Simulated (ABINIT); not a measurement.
# Quasiparticle gap of InP (F-43m) in ABINIT

Wanted: ground state, empty states, screening and self-energy for InP (F-43m).

Program: ABINIT 10.8.3. Level of theory: LDA and many-body steps on it, plane waves. Results are calculated unless marked as measured.

Most raw output is cut from this account.

### Step 1. The structure

The structure is cubic, space group F-43m (No. 216). Conventional cell: a = 5.869 Å, b = 5.869 Å, c = 5.869 Å, α = 90.00°, β = 90.00°, γ = 90.00°. In has 4 P at 2.54 Å nearest. Nearest to P lie 4 In at 2.54 Å. Farther neighbours are not listed.

The cell and positions come from the Crystallography Open Database and are kept as given unless a step says otherwise.

### Step 2. Ground state

This step: ABINIT 10.8.3; DFT, LDA, plane waves, norm-conserving pseudopotentials.

The ground-state density comes first.

File run.abi:

```
acell 3*1.0 Angstrom
rprim 
  -0.000000000000 2.934350000000 2.934350000000
  2.934350000000 -0.000000000000 2.934350000000
  2.934350000000 2.934350000000 -0.000000000000
ntypat 2
znucl 49 15
natom 2
typat 1 2
xred 
  0.000000000000 0.000000000000 0.000000000000
  0.250000000000 0.250000000000 0.250000000000
pp_dirpath "pseudos"
pseudos "In.upf, P.upf"
ecut 33
ngkpt 6 6 6
nshiftk 1
shiftk 0 0 0
kptopt 1
chksymbreak 0
nband 18
occopt 1
tolvrs 1e-10
nstep 60
prtwf 0
indata_prefix "in"
outdata_prefix "out"
tmpdata_prefix "tmp"
```

Started as:

```sh
$ OMP_NUM_THREADS=1 mpirun -n 4 abinit run.abi > log
```

The job ended after 10 s (4 MPI ranks of Arm Neoverse V2, shared host; peak memory 0.32 GiB).

This step gave:

```yaml
total_energy: -5614.2035 eV
gap: 0.4574 eV
k_of_the_valence_top: 0, 0, 0
k_of_the_conduction_bottom: 0, 0, 0
least_direct_gap: 0.4574 eV
pressure: -5.529 GPa
```

The gap is direct, at Γ.

The cutoff was set for levels, not for stress, so the pressure can be off by some GPa.

### Step 3. Bands along the symmetry lines

The cheap functional maps the bands first; the places of the edges decide which points the dearer methods must see.

File run.abi:

```
acell 3*1.0 Angstrom
rprim 
  -0.000000000000 2.934350000000 2.934350000000
  2.934350000000 -0.000000000000 2.934350000000
  2.934350000000 2.934350000000 -0.000000000000
ntypat 2
znucl 49 15
natom 2
typat 1 2
xred 
  0.000000000000 0.000000000000 0.000000000000
  0.250000000000 0.250000000000 0.250000000000
pp_dirpath "pseudos"
pseudos "In.upf, P.upf"
ecut 33
iscf -2
irdden 1
kptopt 0
nkpt 50
kpt 
  0.00000000 0.00000000 0.00000000
  -0.06250000 -0.06250000 0.00000000
  -0.12500000 -0.12500000 0.00000000
  -0.18750000 -0.18750000 0.00000000
  -0.25000000 -0.25000000 0.00000000
  -0.31250000 -0.31250000 0.00000000
  -0.37500000 -0.37500000 0.00000000
  -0.43750000 -0.43750000 0.00000000
  -0.50000000 -0.50000000 0.00000000
  -0.48437500 -0.48437500 0.03125000
  -0.46875000 -0.46875000 0.06250000
  -0.45312500 -0.45312500 0.09375000
  -0.43750000 -0.43750000 0.12500000
  -0.42187500 -0.42187500 0.15625000
  -0.40625000 -0.40625000 0.18750000
  -0.39062500 -0.39062500 0.21875000
  -0.37500000 -0.37500000 0.25000000
  -0.37500000 0.00000000 0.37500000
  -0.32812500 0.00000000 0.32812500
  -0.28125000 0.00000000 0.28125000
  -0.23437500 0.00000000 0.23437500
  -0.18750000 0.00000000 0.18750000
  -0.14062500 0.00000000 0.14062500
  -0.09375000 0.00000000 0.09375000
  -0.04687500 0.00000000 0.04687500
  0.00000000 0.00000000 0.00000000
  0.00000000 0.00000000 0.06250000
  0.00000000 0.00000000 0.12500000
  0.00000000 0.00000000 0.18750000
  0.00000000 0.00000000 0.25000000
  0.00000000 0.00000000 0.31250000
  0.00000000 0.00000000 0.37500000
  0.00000000 0.00000000 0.43750000
  -0.00000000 -0.00000000 0.50000000
  -0.06250000 -0.03125000 0.46875000
  -0.12500000 -0.06250000 0.43750000
  -0.18750000 -0.09375000 0.40625000
  -0.25000000 -0.12500000 0.37500000
  -0.31250000 -0.15625000 0.34375000
  -0.37500000 -0.18750000 0.31250000
  -0.43750000 -0.21875000 0.28125000
  -0.50000000 -0.25000000 0.25000000
  -0.50000000 -0.28125000 0.21875000
  -0.50000000 -0.31250000 0.18750000
  -0.50000000 -0.34375000 0.15625000
  -0.50000000 -0.37500000 0.12500000
  -0.50000000 -0.40625000 0.09375000
  -0.50000000 -0.43750000 0.06250000
  -0.50000000 -0.46875000 0.03125000
  -0.50000000 -0.50000000 0.00000000
istwfk *1
nband 23
nbdbuf 5
tolwfr 1e-07
nstep 50
prtwf 0
prtvol 0
indata_prefix "in"
outdata_prefix "out"
tmpdata_prefix "tmp"
```

It took 14 s on 4 MPI ranks; peak memory 0.31 GiB; 56 s of CPU time.

Numbers from this step:

* gap: 0.4574 eV
* k of the valence top: 0, 0, 0
* k of the conduction bottom: 0, 0, 0
* least direct gap: 0.4574 eV

The gap is 0.457 eV, as in the run before at this level.

Electronic bands along the path, in eV, zero at the top of the highest filled band:

```csv
point,band 10,band 11,band 12,band 13,band 14,band 15,band 16,band 17
Γ,-11.53,0.00,0.00,0.00,0.46,3.96,3.96,3.96
halfway,-10.63,-3.43,-1.43,-1.43,2.32,2.97,6.25,6.25
X,-9.13,-5.86,-2.35,-2.35,1.60,2.12,8.97,9.39
halfway,-9.11,-5.82,-2.78,-2.25,1.88,2.73,8.20,8.57
U,-9.14,-5.72,-3.35,-1.96,2.20,4.26,7.37,7.40
jump to K,-9.14,-5.72,-3.35,-1.96,2.20,4.26,7.37,7.40
halfway,-10.54,-3.88,-2.05,-0.58,2.66,4.53,4.87,5.08
Γ,-11.53,0.00,0.00,0.00,0.46,3.96,3.96,3.96
halfway,-10.85,-3.52,-0.57,-0.57,1.60,4.67,4.67,5.16
L,-9.79,-5.82,-0.98,-0.98,1.30,4.70,4.70,6.90
halfway,-9.47,-5.64,-2.74,-1.66,3.02,4.05,5.76,7.07
W,-9.05,-5.71,-2.99,-2.96,4.18,4.25,5.39,6.05
halfway,-9.09,-5.79,-2.69,-2.68,2.54,2.96,7.51,7.57
X,-9.13,-5.86,-2.35,-2.35,1.60,2.12,8.97,9.39
```

### Step 4. Empty states on the mesh, 4×4×4 mesh, 195 bands

The sums over transitions need many empty states on a uniform mesh; this step solves for them.

File run.abi:

```
acell 3*1.0 Angstrom
rprim 
  -0.000000000000 2.934350000000 2.934350000000
  2.934350000000 -0.000000000000 2.934350000000
  2.934350000000 2.934350000000 -0.000000000000
ntypat 2
znucl 49 15
natom 2
typat 1 2
xred 
  0.000000000000 0.000000000000 0.000000000000
  0.250000000000 0.250000000000 0.250000000000
pp_dirpath "pseudos"
pseudos "In.upf, P.upf"
ecut 33
ngkpt 4 4 4
nshiftk 1
shiftk 0 0 0
kptopt 1
chksymbreak 0
irdden 1
istwfk *1
nband 195
prtvol 0
optdriver 6
gwr_task "HDIAGO"
paral_kgb 0
occopt 1
indata_prefix "in"
outdata_prefix "out"
tmpdata_prefix "tmp"
```

It took 46 s on 4 MPI ranks; peak memory 2.3 GiB.

This step gave:

* gap: 0.4573 eV
* k of the valence top: 0, 0, 0
* k of the conduction bottom: 0, 0, 0
* least direct gap: 0.4573 eV
* k points computed: 8
* lowest point of the top converged band, above the valence top: 120.7592 eV

On this mesh the gap is 0.457 eV.

### Step 5. Screening, 4×4×4 mesh, 187 bands, screening to 179.6 eV

The RPA dielectric matrix is built and inverted for each q.

This step: RPA screening on LDA, plane waves, norm-conserving pseudopotentials.

Changes to run.abi since step 4:

```diff
@@ -20,10 +20,11 @@
 chksymbreak 0
-irdden 1
 istwfk *1
-nband 195
-prtvol 0
-optdriver 6
-gwr_task "HDIAGO"
-paral_kgb 0
 occopt 1
+irdwfk 1
+optdriver 3
+nband 187
+ecuteps 6.6
+inclvkb 2
+awtr 1
+symchi 1
 indata_prefix "in"
```

Wall time 58 s (4 MPI ranks); peak memory 1.2 GiB; 3.9 min of CPU time.

Numbers from this step:

* ε∞ with local fields, on this mesh, along the program's q direction: 125.3
* the same without local fields: 133.1
* plasma frequency: 26.64 eV
* plane waves in the screening matrix: 283

Local fields lower ε∞ by 6 %. The value itself is an artefact of the mesh, where one narrow direct gap carries too much weight.

### Step 6. Self-energy, 4×4×4 mesh, 187 bands, screening to 179.6 eV

The self-energy is evaluated for the states that the input lists, and the levels follow from it, in one-shot runs by the linearised quasiparticle equation.

This step: G0W0 on LDA, plane waves, norm-conserving pseudopotentials.

Changes to run.abi since step 5:

```diff
@@ -23,8 +23,29 @@
 irdwfk 1
-optdriver 3
+optdriver 4
 nband 187
+gwcalctyp 0
+ecutsigx 33
+symsigma 1
+nkptgw 8
+kptgw 
+  0.0000000000 0.0000000000 0.0000000000
+  0.2500000000 0.0000000000 0.0000000000
+  0.5000000000 0.0000000000 0.0000000000
+  0.2500000000 0.2500000000 0.0000000000
+  0.5000000000 0.2500000000 0.0000000000
+  -0.2500000000 0.2500000000 0.0000000000
+  0.5000000000 0.5000000000 0.0000000000
+  -0.2500000000 0.5000000000 0.2500000000
+bdgw 
+  11 23
+  11 23
+  11 23
+  11 23
+  11 23
+  11 23
+  11 23
+  11 23
 ecuteps 6.6
-inclvkb 2
-awtr 1
-symchi 1
+irdscr 1
+ppmodel 1
 indata_prefix "in"
```

It took 5.2 min on 4 MPI ranks; peak memory 1.3 GiB.

This step gave:

```
G0W0 gap on the mesh                         : 1.310 eV
starting gap on the mesh                     : 0.4573 eV
k of the valence top                         : 0, 0, 0
k of the conduction bottom                   : 0, 0, 0
Z at the valence top                         : 0.774
Z at the conduction bottom                   : 0.788
least direct G0W0 gap on the computed points : 1.310 eV
```

The gap on the mesh goes from 0.46 eV to 1.31 eV, a correction of +0.85 eV.

Limits: finite bands, cutoff and mesh; no spin-orbit coupling; coarse k mesh. v1 is the top filled band, c1 the lowest empty one. The levels before and after the correction (eV, zero at the valence-band top of each column):

```csv
,conduction bottom,valence top
Kohn-Sham,0.46,0.00
G0W0,1.31,0.00
```

```csv
,level,energy (eV)
Kohn-Sham,Γ v3-v1,0.000
Kohn-Sham,Γ c1,0.457
Kohn-Sham,Γ c2-c4,3.957
G0W0,Γ v3-v1,0.000
G0W0,Γ c1,1.310
G0W0,Γ c2-c4,4.929
```

### Step 7. Where the time went

Times are wall times on 4 MPI ranks of Arm Neoverse V2, shared host, good to a factor of about two.

```csv
step,time,share,memory (GiB)
ground state,10 s,2 %,0.32
bands along the symmetry lines,14 s,3 %,0.31
empty states on the mesh,46 s,10 %,2.3
screening,58 s,13 %,1.2
self-energy,5.2 min,71 %,1.3
```

### Step 8. What came out

```
LDA gap              : 0.46 eV, direct
G0W0 gap on the mesh : 1.31 eV
GW settings          : 4×4×4 mesh, 187 bands, screening to 179.6 eV, Godby-Needs plasmon pole
known limits         : not at the basis limit; screening runs away on this mesh; no spin-orbit coupling; coarse k mesh
```

In words: G0W0 moves the gap on the mesh from 0.46 eV to 1.31 eV (+0.85 eV), with Z of 0.77 and 0.79 at the edges. Local fields lower the RPA ε∞ on this mesh from 133.14 to 125.34; a Γ-centred mesh this coarse tends to raise both, most where the direct gap is narrow, while a short band sum lowers them. The dearest step here is «self-energy». Bands and cutoff are finite, so the gap is not at the basis limit. The miss can reach some tenths of an eV and take either sign; the mesh is an error of its own. The 4×4×4 mesh is coarse for this cell, which bears on the long-range parts of exchange and screening. On this mesh the RPA ε∞ passes 90, more than nearly any semiconductor shows; a coarse mesh does this where one point with a narrow direct gap carries much weight. The screening is then too strong, and the G0W0 gap should not be taken as the material's. The many-body steps are scalar-relativistic: spin-orbit coupling is not in them.

[Paths, hosts, dates, memory and timing lines, banners, echoed tables and standing remarks are left out of the program output.]

[Logs are printed without paths, hosts, clocks, repeated set-up lines and the standing remarks that a program may print on its own settings, such as how far it seeks lower states.]

[Runs of the session that timed out or met a known fault of the program may be left out.]

[Hosts, paths, dates, database ids (printed as entryN), source tags and the programs' standing remarks are cut or masked in the printed files.]

[G0W0 gaps are taken among the corrected bands and points alone; a level outside them can change the order at an edge.]

[Where Ansatz stands beside ABINIT at settings called matched, ABINIT's density can come from a denser mesh and the files from another edition; pairs whose starting gaps differed by over 0.03 eV were left out, so agreement reads better than it is.]
